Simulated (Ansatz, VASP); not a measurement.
**Rh (Rh wire along [110], 9 atoms a period) in two plane-wave programs**

Wanted: the spread between two codes on one cell, functional and k mesh. The structure shown is the start of the Ansatz relaxation below; VASP solves that cell, so the two are compared at the walk's first step.

Main program and level: Ansatz 0.2.0; plane waves, with VASP 6.6.1 beside it; single point at PBE.

### 1. Set-up

The cell holds 9 atoms: 9 Rh. Its edges and angles: a = 14.460 Å, b = 12.216 Å, c = 2.708 Å, α = 90.0°, β = 90.0°, γ = 90.0°. Vacuum lies along a and b. The structure's axis is c.

### 2. Ansatz: relaxation, PBE

Ansatz runs on its PAW soft_1 files.

The two programs are compared at the cell with which this relaxation starts, whose forces are those of its first step.

input.yaml reads:

```yaml
crystal:
  lattice:
    - [14.46, 0.0, 0.0]
    - [0.0, 12.216, 0.0]
    - [0.0, 0.0, 2.7082189719]
  atoms:
    - { symbol: Rh, position: [0.235131397, 0.500017925, 0.0] }
    - { symbol: Rh, position: [0.5, 0.27832351, 0.0] }
    - { symbol: Rh, position: [0.5, 0.500017925, 0.0] }
    - { symbol: Rh, position: [0.764868603, 0.500017925, 0.0] }
    - { symbol: Rh, position: [0.367565698, 0.389170718, 0.5] }
    - { symbol: Rh, position: [0.367565698, 0.610865132, 0.5] }
    - { symbol: Rh, position: [0.632434302, 0.389170718, 0.5] }
    - { symbol: Rh, position: [0.632434302, 0.610865132, 0.5] }
    - { symbol: Rh, position: [0.5, 0.72171234, 0.0] }
kpoints:
  mp_grid: { grid: [1, 1, 30] }
scf:
  occupations: { method: fermi_dirac, width: 0.05 }
hamiltonian:
  xc: pbe
  pseudopotentials: { kind: paw, azcp: { folder: soft_1 } }
relax:
  cell: { fix: [a, b, alpha, beta, gamma] }
  max_steps: 45
  f_tol: 0.03
```

On the command line:

```sh
$ ansatz run input.yaml --threads 8 --pin off --max-ram 16384MiB --backend cpu --events-out ev --progress --plain --runs-dir out
```

Numbers of over 12 decimals in the logs are rounded to 6 here.

Log:

```text
Engine: ansatz 0.2.0, aarch64-unknown-linux-gnu
Pseudopotentials: kind: paw
Pseudopotential: Rh, paw, valence charge 17, recommended cutoff 420 eV (normal), soft_1/Rh.paw.azcp
Functional definition: PBE
  parameter kappa = 0.804
  parameter beta = 0.066725
  exchange = pbe_x(kappa = kappa, mu = beta*pi^2/3)
  correlation = pbe_c(beta = beta)
Crystal: 9 atoms, lattice volume = 478.389 Å³
Basis set: ecut = 420 eV, 9445 PW (Γ), exchange–correlation on 200×180×40 points (8 copies of the dense FFT grid, shifted against one another)
Bands: 92, of which v1, the nominal top of the filled ones, is band 77 counted from 1 (76 counted from 0)
Symmetry: 8 space group operations
Space group: Pmmm (ITA 47), of the structure as read, at distance tolerance 7.8e-5 Å
k-points: 16 of 30
Non-local potential: Rh, projectors of the file, l = 0: 3, l = 1: 2, l = 2: 2, l = 3: 1
PAW form: soft (Blöchl's): semilocal exchange-correlation on the pseudo side does not see the compensation charge
PAW one-centre angular grid: Rh, 590 points (default); XC on 64 Gauss nodes
Initial density: superposition of atomic densities (neutral atoms: chi_scale 0, normalization atom)
Initial wavefunctions: pseudopotential atomic-orbital guess
Functional: x = pbe(κ = 0.804, μ = 0.219515), c = pbe(β = 0.066725)
SCF iter   1: F=—  HF=-57620.216857 eV  |F-HF|=—  |Δ(HF+E_count)|=         —  Δρ=4.63e-2  dr2=1.49e1  ethr=3.10e-3  ⟨swp⟩=8.1  Hψ=6100  notcnv=0  defer=2
preconditioner: auto → LDOS  [metal: Δε(μ)=0.009 eV  Ē_g=4.573 eV  σ=0.050 eV  W_gap=0.04  n_scr=74 (ndim 8)  ℏωp=15.3 eV  f_vac=0.608  D(μ)=20.41/eV (n_scr^D=172)  β→1.0]
SCF iter   2: F=—  HF=-57623.232145 eV  |F-HF|=—  |Δ(HF+E_count)|=    3.02e0  Δρ=5.73e-2  dr2=2.72e1  ethr=3.10e-3  ⟨swp⟩=4.0  Hψ=4029  notcnv=0  defer=44
SCF iter   3: F=—  HF=-57616.629127 eV  |F-HF|=—  |Δ(HF+E_count)|=    6.60e0  Δρ=1.33e-2  dr2=1.25e0  ethr=3.10e-3  ⟨swp⟩=3.1  Hψ=3287  notcnv=0  defer=45
SCF iter   4: F=—  HF=-57616.361751 eV  |F-HF|=—  |Δ(HF+E_count)|=   2.67e-1  Δρ=2.21e-3  dr2=2.52e-2  ethr=8.20e-4  ⟨swp⟩=2.3  Hψ=2652  notcnv=0  defer=45
SCF iter   5: F=—  HF=-57616.360280 eV  |F-HF|=—  |Δ(HF+E_count)|=   1.47e-3  Δρ=9.22e-4  dr2=5.82e-3  ethr=1.64e-5  ⟨swp⟩=3.5  Hψ=3241  notcnv=0  defer=38
SCF iter   6: F=—  HF=-57616.360450 eV  |F-HF|=—  |Δ(HF+E_count)|=   1.70e-4  Δρ=3.27e-4  dr2=8.45e-4  ethr=3.80e-6  ⟨swp⟩=2.1  Hψ=2275  notcnv=0  defer=38
SCF iter   7: F=—  HF=-57616.360480 eV  |F-HF|=—  |Δ(HF+E_count)|=   2.97e-5  Δρ=1.52e-4  dr2=2.14e-4  ethr=5.52e-7  ⟨swp⟩=2.2  Hψ=2098  notcnv=0  defer=38
SCF iter   8: F=—  HF=-57616.360446 eV  |F-HF|=—  |Δ(HF+E_count)|=   3.38e-5  Δρ=4.67e-5  dr2=1.50e-5  ethr=1.40e-7  ⟨swp⟩=2.6  Hψ=2108  notcnv=0  defer=38
SCF iter   9: F=—  HF=-57616.360210 eV  |F-HF|=—  |Δ(HF+E_count)|=   2.36e-4  Δρ=2.30e-5  dr2=2.88e-6  ethr=9.83e-9  ⟨swp⟩=3.2  Hψ=2747  notcnv=0  defer=38
SCF iter  10: F=—  HF=-57616.360211 eV  |F-HF|=—  |Δ(HF+E_count)|=   8.06e-7  Δρ=6.85e-6  dr2=2.87e-7  ethr=1.88e-9  ⟨swp⟩=2.2  Hψ=1993  notcnv=0  defer=38
SCF iter  11: F=—  HF=-57616.360211 eV  |F-HF|=—  |Δ(HF+E_count)|=   1.14e-7  Δρ=3.01e-6  dr2=1.06e-7  ethr=6.54e-11  ⟨swp⟩=5.0  Hψ=5230  notcnv=0
SCF iter  12: F=-57616.360211 eV  HF=-57616.360211 eV  |F-HF|=5.86e-9  |Δ(HF+E_count)|=   7.64e-9  Δρ=1.47e-6  dr2=1.77e-8  ethr=6.54e-11  ⟨swp⟩=4.0  Hψ=3601  notcnv=0
SCF 1 converged in 12 iterations: F = -57616.360211 eV  dr2 = 1.77e-8
  greatest PAW one-centre occupation: 1.000 electrons in one spin orbital (limit 2), on the Rh atom at site 2 (counted from 0), in its partial waves of l = 0
relax step   1: F+E_penalty+E_count = -57616.36021120 eV  Δ(F+E_penalty+E_count) = +0.000e0 eV  max|allowed force component| = 1.644e0 eV/Å  Δτ_max = 0.0000 Å  P = -3.971 GPa  Ω = 478.389 Å³  fix = [a, b, alpha, beta, gamma]  reactions: a -4.466, b -2.806 GPa  (12 SCF iters, dr2 threshold 1.00e-7 eV, accepted)
[...]
relax step   3: F+E_penalty+E_count = -57617.05942809 eV  Δ(F+E_penalty+E_count) = -4.221e-2 eV  max|allowed force component| = 7.412e-2 eV/Å  Δτ_max = 0.0614 Å  P = -0.133 GPa  Ω = 468.326 Å³  energy of the carried Pulay correction = +1.531e-3 eV  fix = [a, b, alpha, beta, gamma]  reactions: a -0.225, b -0.001 GPa  (7 SCF iters, dr2 threshold 9.00e-7 eV, accepted)
[...]
relax step   4: F+E_penalty+E_count = -57617.06094063 eV  Δ(F+E_penalty+E_count) = -1.513e-3 eV  max|allowed force component| = 1.101e-2 eV/Å  Δτ_max = 0.0151 Å  P = +0.018 GPa  Ω = 468.049 Å³  energy of the carried Pulay correction = +1.574e-3 eV  fix = [a, b, alpha, beta, gamma]  reactions: a -0.002, b +0.057 GPa  (7 SCF iters, dr2 threshold 3.43e-7 eV, accepted)
[...]
relax step   5: F+E_penalty+E_count = -57617.05881113 eV  Δ(F+E_penalty+E_count) = +2.129e-3 eV  max|allowed force component| = 1.147e-2 eV/Å  Δτ_max = 0.0000 Å  P = +0.027 GPa  Ω = 468.049 Å³  fix = [a, b, alpha, beta, gamma]  reactions: a +0.007, b +0.062 GPa  stress off target by 1.05e-2 GPa on what of the cell is left free  SCF on the basis re-selected at this cell (its energy is not comparable with the rows above)  (7 SCF iters)
basis re-selected at this cell: Δ(F+E_penalty+E_count) = +2.129e-3 eV, ΔP = +0.008 GPa vs the last step (what re-selecting the basis moved, of the pressure what is left beyond the Pulay correction that the steps carried, after the strain that the cell walked since its last selection, with what the two solves' SCF thresholds leave and, on support functions, any second-order correction that the steps lacked; it is no measure of the basis error at this ecutwfc). The dense FFT grid was sized anew with the basis: this SCF ran on 100×90×18 points, the steps before it on 100×90×20, so part of this shift can come from that change (see relax.cell in the input reference). [rest of the remark cut]
SCF converged after 7 iterations
Free energy (F): -57617.058811 eV
Harris-Foulkes:  -57617.058811 eV  (|F-HF|=0.00e0)
Internal energy: -57616.922271 eV  (E = F + TS)
E sigma→0 (E₀):  -57616.990541 eV
Entropy (-TS):   -0.136540 eV (-15.171 meV/atom)
Fermi energy:    2.503351 eV
--- Per-component energies (eV) ---
  E_band       = -3745.450504
  E_kinetic    = 4829.729858
  E_local      = -101572.442952  (includes V_loc(G=0)·N_el)
  E_nonlocal   = 2700.085647
  E_hartree    = 47584.695959
  E_xc         = -1804.265221
  E_vxc        = -2262.249191  (∫ρ·V_xc dr)
  E_paw        = -32436.202085  (= ΣΔE_a)
  E_vpaw       = -2609.965198  (= ΣTr[D̂ρ^β])
  E_aug_tail   = 0.000467  (compensation charges beyond the density's cutoff)
  E_ewald      = 23081.476056
  E_smearing   = -0.136540  (= −TS)
  E_closure    = -0.000000  (closes the sum)
  Σ components = -57617.058811   (vs F -57617.058811, Δ=0.00e0)
--- Forces (eV/Å), atoms counted from 1 ---
  atom   1  Rh    -0.01146591     0.00000000    -0.00000000
  atom   2  Rh     0.00000000    -0.00589747     0.00000000
  atom   3  Rh    -0.00000000     0.00000000     0.00000000
  atom   4  Rh     0.01146591    -0.00000000     0.00000000
  atom   5  Rh     0.00452398    -0.00017555     0.00000000
  atom   6  Rh     0.00452398     0.00017555     0.00000000
  atom   7  Rh    -0.00452398    -0.00017555    -0.00000000
  atom   8  Rh    -0.00452398     0.00017555    -0.00000000
  atom   9  Rh    -0.00000000     0.00589747    -0.00000000
  max |Σ_I F_I| component: 8.67e-19 eV/Å
--- Stress (GPa, compression-positive) ---
        0.007306       0.000000       0.000000
        0.000000       0.061736      -0.000000
        0.000000      -0.000000       0.010482
  P = ⅓ Tr σ = 0.0265 GPa (0.265 kbar)
--- Relaxed structure (4 steps of the walk, 4 accepted, 1 SCFs on fresh bases) ---
  F+E_penalty+E_count = -57617.05881113 eV   max|allowed force component| = 1.147e-2 eV/Å   (the final SCF, on the basis selected at the relaxed cell)
  cell:  # Å, volume = 468.0488 Å³
    - [14.46, 0, 0]
    - [0, 12.216, 0]
    - [0, 0, 2.649682]
  atoms:
    - { symbol: Rh, position: [0.251044, 0.500018, 0] }
    - { symbol: Rh, position: [0.500000, 0.285201, 1.7220364140764086e-18] }
    - { symbol: Rh, position: [0.500000, 0.500018, 0] }
    - { symbol: Rh, position: [0.748956, 0.500018, 0] }
    - { symbol: Rh, position: [0.371349, 0.387266, 0.500000] }
    - { symbol: Rh, position: [0.371349, 0.612769, 0.500000] }
    - { symbol: Rh, position: [0.628651, 0.387266, 0.500000] }
    - { symbol: Rh, position: [0.628651, 0.612769, 0.500000] }
    - { symbol: Rh, position: [0.500000, 0.714835, -1.7220364140764084e-18] }
```

### 3. VASP: single point, PBE, start cell

The same cell, functional, mesh and smearing now go to VASP, with its own data sets.

Lines of VASP's logs that name or quote its potential files are left out, and so is its time.

INCAR reads:

```
SYSTEM = Rh
PREC = Accurate
ENCUT = 400
EDIFF = 1E-06
NELM = 120
ISMEAR = -1
SIGMA = 0.05
LREAL = .FALSE.
ALGO = Normal
GGA = PE
NBANDS = 83
LASPH = .TRUE.
LORBIT = 11
LWAVE = .FALSE.
LCHARG = .FALSE.
ISIF = 2
GGA_COMPAT = .FALSE.
KPAR = 2
```

POSCAR reads:

```
Rh
1.0
   14.4600000000      0.0000000000      0.0000000000
    0.0000000000     12.2160000000      0.0000000000
    0.0000000000      0.0000000000      2.7082190000
Rh
9
Direct
    0.2351313970      0.5000179273      0.0000000000
    0.5000000000      0.2783235102      0.0000000000
    0.5000000000      0.5000179273      0.0000000000
    0.7648686030      0.5000179273      0.0000000000
    0.3675656985      0.3891706778      0.4999998154
    0.3675656985      0.6108650950      0.4999998154
    0.6324343015      0.3891706778      0.4999998154
    0.6324343015      0.6108650950      0.4999998154
    0.5000000000      0.7217123445      0.0000000000
```

KPOINTS reads:

```
Automatic mesh
0
Gamma
1 1 30
0 0 0
```

Potentials, in the order of the species: Rh_pv (PBE family, release 64).

On the command line:

```sh
$ mpirun -np 2 vasp_std
```

Log:

```text
[banner, memory and clock lines left out]
running    2 mpi-ranks, on    1 nodes
 distrk:  each k-point on    1 cores,    2 groups
 distr:  one band on    1 cores,    1 groups

 POSCAR found type information on POSCAR Rh
 POSCAR found :  1 types and       9 ions
 LDA part: xc-table for (Slater+PW92), standard interpolation
 POSCAR, INCAR and KPOINTS ok, starting setup
 FFT: planning ... GRIDC
 FFT: planning ... GRID_SOFT
 FFT: planning ... GRID
 WAVECAR not read
 entering main loop
       N       E                     dE             d eps       ncg     rms          rms(c)
DAV:   1     0.103196183290E+04    0.10320E+04   -0.75609E+04  3616   0.121E+03
DAV:   2    -0.233347505114E+02   -0.10553E+04   -0.10239E+04  2985   0.379E+02
DAV:   3    -0.582800643178E+02   -0.34945E+02   -0.32379E+02  2931   0.661E+01
DAV:   4    -0.592068570605E+02   -0.92679E+00   -0.90388E+00  3066   0.955E+00
DAV:   5    -0.592360085472E+02   -0.29151E-01   -0.29130E-01  3136   0.158E+00    0.209E+01
DAV:   6    -0.559135035589E+02    0.33225E+01   -0.12070E+01  2747   0.163E+01    0.928E+00
DAV:   7    -0.628511590130E+02   -0.69377E+01   -0.17243E+01  2972   0.304E+01    0.302E+01
DAV:   8    -0.564709197894E+02    0.63802E+01   -0.22340E+01  2954   0.138E+01    0.117E+01
DAV:   9    -0.554540597746E+02    0.10169E+01   -0.32296E+00  2899   0.900E+00    0.352E+00
DAV:  10    -0.557321954880E+02   -0.27814E+00   -0.22548E+00  2953   0.770E+00    0.729E+00
DAV:  11    -0.553359300841E+02    0.39627E+00   -0.61221E-01  2914   0.397E+00    0.166E+00
DAV:  12    -0.553176858500E+02    0.18244E-01   -0.80385E-02  2916   0.139E+00    0.681E-01
DAV:  13    -0.553114071621E+02    0.62787E-02   -0.14758E-02  2811   0.701E-01    0.411E-01
DAV:  14    -0.553099063803E+02    0.15008E-02   -0.37897E-03  2856   0.348E-01    0.110E-01
[...]
DAV:  18    -0.553107346711E+02   -0.27188E-03   -0.29538E-05  2463   0.163E-02    0.115E-02
DAV:  19    -0.553111039712E+02   -0.36930E-03   -0.56884E-05  2445   0.130E-02    0.945E-03
DAV:  20    -0.553113240870E+02   -0.22012E-03   -0.18959E-05  2298   0.105E-02    0.550E-03
DAV:  21    -0.553114047586E+02   -0.80672E-04   -0.50932E-06  2063   0.501E-03    0.216E-03
DAV:  22    -0.553114415254E+02   -0.36767E-04   -0.41166E-06  2022   0.284E-03    0.828E-04
DAV:  23    -0.553114467671E+02   -0.52416E-05   -0.56294E-07  1897   0.119E-03    0.756E-04
DAV:  24    -0.553114481944E+02   -0.14274E-05   -0.17591E-07  1615   0.823E-04    0.307E-04
DAV:  25    -0.553114483747E+02   -0.18029E-06   -0.63845E-08  1601   0.407E-04
   1 F= -.55311448E+02 E0= -.55218747E+02  d E =-.185403E+00
```

(Continued in part 2 of 2.)

[Lines on the potential files, build, host, timing and source positions are cut from VASP's logs without a mark.]

[Logs are printed without paths, hosts, clocks, repeated set-up lines and the standing remarks that a program may print on its own settings, such as how far it seeks lower states.]

[Hosts, paths, dates, database ids (printed as entryN), source tags and the programs' standing remarks are cut or masked in the printed files.]
